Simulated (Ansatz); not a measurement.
Worked example: SiH3Cl + C4H10O → SiH3(OH) + C4H9Cl

Species: SiH3Cl (chlorosilane) `[SiH3]Cl`, singlet; C4H10O (tert-butanol) `CC(C)(C)O`, singlet; SiH3(OH) (silanol), singlet; C4H9Cl (2-chloro-2-methylpropane) `CC(C)(C)Cl`, singlet. The partners trade Cl for OH: Si–Cl and C–OH bonds give way to Si–OH and C–Cl.

Shapes, held fixed at every level: PBE0-D4/def2-TZVP. Flexible molecules stand in one conformer, not always the lowest. Programs: Ansatz 0.2.0. Electronic energies: no zero-point or thermal term.

At CCSD(T)/CBS estimate; 1 Eh = 2625.50 kJ/mol:

```
 species  energy (Eh)
  SiH3Cl  -750.696358
  C4H10O  -233.416703
SiH3(OH)  -366.690417
  C4H9Cl  -617.428435
```

Problem. Work out ΔE of the reaction at this level.

Solution. 
1. Products less reactants: (-366.690417) + (-617.428435) − [(-750.696358) + (-233.416703)] = -0.005791 Eh = -15.2 kJ/mol.

Other levels give -14.4 (B2PLYP/def2-TZVPP) to +3.4 kJ/mol (CCSD/def2-SVP). No measured value is set beside it here. The CBS estimate extrapolates MP2 from def2-TZVPP and def2-QZVPP and adds CCSD(T) − MP2 in the triple-zeta set, cores frozen.
